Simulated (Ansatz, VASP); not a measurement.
Ba in VASP and in Ansatz

```
CELL_PARAMETERS angstrom
4.25276 0.00000 0.00000
-1.41759 4.00954 0.00000
-1.41759 -2.00477 3.47236
ATOMIC_POSITIONS crystal
Ba 0.00000 0.00000 0.00000
```

Change from the starting cell: volume scaled by 0.94.

Alike in both runs: task single point; functional PBE; k mesh 8 × 8 × 8; occupations tetrahedron; no spin polarisation.

```csv
,VASP,Ansatz
version,VASP 6.6.1,Ansatz 0.2.0
potentials or method,"VASP PAW PBE potentials, release 64 (Ba_sv), cutoff 520 eV","all-electron LAPW, scalar-relativistic"
```

```tsv
	VASP	Ansatz	Ansatz less VASP
gap on the k mesh at the Fermi level (eV)	none	none	-
pressure (GPa)	0.7	0.7	-0.04
```

A gap of «none» marks a metal or a gap that the smearing closes. Ansatz ran all-electron here, so the differences hold the error of VASP's frozen core and of both bases.

Caveats: tetrahedron occupations give inexact forces and stress in metals (VASP); with tetrahedron occupations forces and stress needn't match the slope of the energy (Ansatz). The runs have no spin-orbit coupling, so splittings on Ba are missing.
